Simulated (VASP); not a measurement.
Here is a VASP 6.6.1 calculation.

Contents of POSCAR:

```
Al
1.0
    0.0000000000      2.0248050000      2.0248050000
    2.0248050000      0.0000000000      2.0248050000
    2.0248050000      2.0248050000      0.0000000000
Al
1
Direct
    0.0000000000      0.0000000000      0.0000000000
```

Contents of INCAR.step1:

```
SYSTEM = Al
ALGO = Normal ; EDIFF = 1E-6
ENCUT = 520 ; GGA = AM
ISIF = 2 ; ISMEAR = -1
LASPH = .TRUE. ; LCHARG = .TRUE.
LREAL = .FALSE. ; LWAVE = .FALSE.
NELM = 60 ; PREC = Accurate
SIGMA = 0.05
```

Contents of KPOINTS.step1:

```
k-points
0
G
  11 11 11
  0 0 0
```

File INCAR.step2:

```
SYSTEM = Al
ALGO = Normal ; EDIFF = 1E-6
ENCUT = 520 ; GGA = AM
ICHARG = 11 ; ISIF = 2
ISMEAR = 0 ; LASPH = .TRUE.
LCHARG = .FALSE. ; LREAL = .FALSE.
LWAVE = .FALSE. ; NELM = 60
PREC = Accurate ; SIGMA = 0.05
```

KPOINTS.step2

```
path GXWKGLUWLK,UX
10
line-mode
reciprocal
 0.0000000000  0.0000000000  0.0000000000  G
 0.5000000000  0.0000000000  0.5000000000  X

 0.5000000000  0.0000000000  0.5000000000  X
 0.5000000000  0.2500000000  0.7500000000  W

 0.5000000000  0.2500000000  0.7500000000  W
 0.3750000000  0.3750000000  0.7500000000  K

 0.3750000000  0.3750000000  0.7500000000  K
 0.0000000000  0.0000000000  0.0000000000  G

 0.0000000000  0.0000000000  0.0000000000  G
 0.5000000000  0.5000000000  0.5000000000  L

 0.5000000000  0.5000000000  0.5000000000  L
 0.6250000000  0.2500000000  0.6250000000  U

 0.6250000000  0.2500000000  0.6250000000  U
 0.5000000000  0.2500000000  0.7500000000  W

 0.5000000000  0.2500000000  0.7500000000  W
 0.5000000000  0.5000000000  0.5000000000  L

 0.5000000000  0.5000000000  0.5000000000  L
 0.3750000000  0.3750000000  0.7500000000  K

 0.6250000000  0.2500000000  0.6250000000  U
 0.5000000000  0.0000000000  0.5000000000  X
```

Potentials or basis: VASP PAW PBE potentials, release 64 (Al).

Command:

```console
$ cat potpaw_PBE.64/Al/POTCAR > POTCAR
$ cp INCAR.step1 INCAR
$ cp KPOINTS.step1 KPOINTS
$ mpirun -np 1 vasp_std > vasp.out
$ cp INCAR.step2 INCAR
$ cp KPOINTS.step2 KPOINTS
$ mpirun -np 1 vasp_std > vasp.out
```

(1) Estimate the band gap along the path.

## Answers

(1) none (metal or under the smearing width).
